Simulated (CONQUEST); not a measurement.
Crystal: MnS.

```
Mn S
1.0
     3.49801    0.00000    0.00000
     0.00000    3.49801    0.00000
     0.00000    0.00000    4.94693
Mn S
2 2
Cartesian
  0.0043 0.0126 4.9464
  1.7533 1.7616 2.4729
  1.7214 3.4893 3.6093
  3.4704 1.7403 1.1358
```

The cell is a database's computed one.

The cell isn't the ideal one: atoms moved at random, drawn with an rms of 0.05 Å.

Base run:

| Item | Value |
| --- | --- |
| Program | CONQUEST 1.3 |
| Functional | PBE |
| Potentials or basis | PseudoDojo NC PBE, DZP, grid cutoff 150 Ha |
| k mesh | 8 × 8 × 6 |
| Occupations | fermi-dirac, width 0.05 eV |
| Spin | collinear spin, ferromagnetic start |
| Starting moments | [4.0, 4.0, 0.0, 0.0] μB |

Its results: band gap on the k mesh none (metal or under the smearing width); pressure 6.5 GPa; net moment -0.55 μB per cell; site moments Mn -0.30, -0.29; S +0.02 μB; largest force 1.626 eV/Å.

Problem. The run is repeated on the same cell with these changes: functional from PBE to PBEsol; potentials or basis from PseudoDojo NC PBE, DZP, grid cutoff 150 Ha to PseudoDojo NC PBEsol, DZP, grid cutoff 150 Ha. What comes out?

Solution. Band gap on the k mesh none (metal or under the smearing width); pressure 0.7 GPa; net moment 0.56 μB per cell; site moments Mn +0.30; S -0.02 μB; largest force 1.599 eV/Å.

Caveats: the box holds several primitive cells, so bands are folded and the points are those of the box's own zone; the moment fell far below its start of 4 μB, so a state of higher moment may lie lower in energy; the basis of atomic orbitals isn't converged, which shifts pressures, moduli and gaps; semilocal functionals often make such compounds metallic where correlation or magnetic order opens a gap, which also shifts bond lengths.
